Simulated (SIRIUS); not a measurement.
CuO (Tenorite): single point with PBEsol

The system is CuO (Tenorite).

```
Cu O
1.0
     2.34185   -1.71130    0.00000
     2.34185    1.71130    0.00000
    -0.85003    0.00000    5.05787
Cu O
2 2
Direct
  0.50000 0.00000 0.50000
  0.00000 0.50000 0.00000
  0.41840 0.58160 0.75000
  0.58160 0.41840 0.25000
```

| Property | Result |
| --- | --- |
| Program | SIRIUS 7.10.0 |
| Task | single point |
| Functional | PBEsol |
| Potentials or basis | PseudoDojo 0.4.1 PBEsol standard (scalar relativistic) |
| Cutoff | 1254 eV |
| Density cutoff | 5016 eV |
| k mesh | 10 × 10 × 5 |
| Occupations | fermi-dirac, width 0.05 eV |
| Spin | no spin polarisation |
| Libxc names | ["XC_GGA_X_PBE_SOL", "XC_GGA_C_PBE_SOL"] |
| Energy tol | 1e-08 Ha |
| Density tol | 1e-06 |
| Mixer | anderson |
| Mixing beta | 0.7 |
| Max scf | 100 |
| Radial cutoff for the potentials' integrals | 6.5 bohr |

| Property | Result |
| --- | --- |
| Pressure | -3.0 GPa |
| Largest force | 0.374 eV/Å |
| Band gap on the k mesh | none (metal or under the smearing width) |

Forces in eV/Å, atoms in the order of the input:
```
Cu   0.000  0.000  0.000
Cu   0.000  0.000  0.000
O    0.000 -0.374  0.000
O    0.000  0.374  0.000
```

Stress tensor (GPa, compression positive):
```
-3.66  0.00 -0.44
 0.00 -0.29  0.00
-0.44  0.00 -4.94
```

Run time: 9.8 min on 1 thread of Arm Neoverse V1, on a shared host, peak memory 1.5 GiB.

Caveat: the run has no spin polarisation, though such a crystal can be magnetic; semilocal functionals often make such compounds metallic where correlation or magnetic order opens a gap, which also shifts bond lengths. With open d or f shells a metallic result of PBEsol can be an artefact of self-interaction; +U or a hybrid may open a gap.
